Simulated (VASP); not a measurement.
Here is a VASP 6.6.1 calculation.

INCAR

```
SYSTEM = AlP
  ALGO = Normal
  EDIFF = 1E-6
  ENCUT = 300
  ISIF = 2
  ISMEAR = -1
  KPAR = 4
  LASPH = .TRUE.
  LCHARG = .TRUE.
  LREAL = .FALSE.
  LVHAR = .TRUE.
  LWAVE = .FALSE.
  NBANDS = 11
  NELM = 60
  PREC = Accurate
  SIGMA = 0.02
```

Contents of KPOINTS:

```
k-points
0
G
  4 4 4
  0 0 0
```

Contents of POSCAR:

```
AlP
1.0
    0.0000000000      2.7255000000      2.7255000000
    2.7255000000      0.0000000000      2.7255000000
    2.7255000000      2.7255000000      0.0000000000
Al P
1 1
Direct
    0.0000000000      0.0000000000      0.0000000000
    0.2500000000      0.2500000000      0.2500000000
```

Potentials or basis: VASP PAW LDA potentials, release 64 (Al, P).

The run is started by

```bash
$ cat potpaw_LDA.64/Al/POTCAR potpaw_LDA.64/P/POTCAR > POTCAR
$ mpirun -np 4 vasp_std > vasp.out
```

Q: What does it give for the band gap on the k mesh?

A: 1.40 eV, indirect (least direct gap 3.15 eV).

Q: Predict the pressure.

A: -0.5 GPa.

Caveat: the k mesh is coarse (spacing up to 0.50 Å⁻¹), so the values aren't converged; the cutoff is under 1.25 times the usual one of these potentials, so pressure, stress and relaxed cells hold a basis-set (Pulay) error. A k mesh can miss the band edges.
